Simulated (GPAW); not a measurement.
A run of GPAW 26.7.0:

File run.py:

```python
from ase import Atoms
from ase.calculators.mixing import SumCalculator
from ase.filters import FrechetCellFilter
from ase.io import write
from ase.optimize import BFGS
from dftd3.ase import DFTD3
from gpaw import GPAW, PW, setup_paths

setup_paths.insert(0, '.')

atoms = Atoms(['Ti', 'C'],
              cell=[[0.0, 2.1657188437, 2.1657188437],
                    [2.1657188437, 0.0, 2.1657188437],
                    [2.1657188437, 2.1657188437, 0.0]],
              scaled_positions=[[0.0, 0.0, 0.0],
                                [0.5, 0.5, 0.5]],
              pbc=True)

calc = GPAW(mode=PW(800),
            xc='PBEsol',
            kpts={'size': (11, 11, 11), 'gamma': True},
            occupations={'name': 'fermi-dirac', 'width': 0.05},
            nbands=18,
            convergence={'density': 1e-05, 'forces': 0.0001},
            maxiter=150,
            txt='gpaw.txt')
atoms.calc = SumCalculator([calc, DFTD3(method='pbesol', damping='d3zero')])
opt = BFGS(FrechetCellFilter(atoms), trajectory='relax.traj', logfile='-')
done = opt.run(fmax=0.02, steps=60)
calc.write('gs.gpw')
write('result.traj', atoms)
print('Converged:', done)
print('Cell:', atoms.cell.cellpar().round(4))
print('Volume:', round(atoms.get_volume(), 4))
print(atoms.get_scaled_positions().round(5))
```

Potentials or basis: PAW data sets generated in the run's folder for this functional, pw.

Command:

```sh
$ gpaw-setup -f PBEsol C Ti
$ OMP_NUM_THREADS=1 python run.py
```

Hardware: 1 thread of Arm Neoverse V2, on a shared host.

**Question.** How long does it take, and how much memory?

**Answer.** Wall time 41 s on 1 thread of Arm Neoverse V2 (shared host), peak memory 0.22 GiB. Counts: scf iterations 30, plane waves 1054, bands 18, k points 56, ion steps 3.
